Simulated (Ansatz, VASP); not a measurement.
# One calculation of Ru, two programs

```
Ru
1.0
     2.69675    0.00000    0.00000
    -1.34837    2.33545    0.00000
     0.00000    0.00000    4.26758
Ru
2
Direct
  0.33333 0.66667 0.25000
  0.66667 0.33333 0.75000
```

Change from the starting cell: volume scaled by 0.99.

Alike in both runs: task single point; functional PBEsol; k mesh 14 × 14 × 8; occupations fermi-dirac, width 0.03 eV; no spin polarisation.

```csv
,VASP,Ansatz
version,VASP 6.6.1,Ansatz 0.2.0
potentials or method,"VASP PAW PBE potentials, release 64 (Ru_pv), cutoff 520 eV","all-electron LAPW, scalar-relativistic"
```

VASP gave:

| Property | Result |
| --- | --- |
| pressure (GPa) | -3.0 |
| largest component of the traceless stress (GPa) | 1.26 |

**Question.** Which values does Ansatz return?

**Answer.** Pressure (GPa): -3.0; largest component of the traceless stress (GPa): 1.30.

Ansatz ran all-electron here, so the differences hold the error of VASP's frozen core and of both bases.

Caveats: the PAW data sets were made with another functional, which shifts forces and pressure a little (VASP).
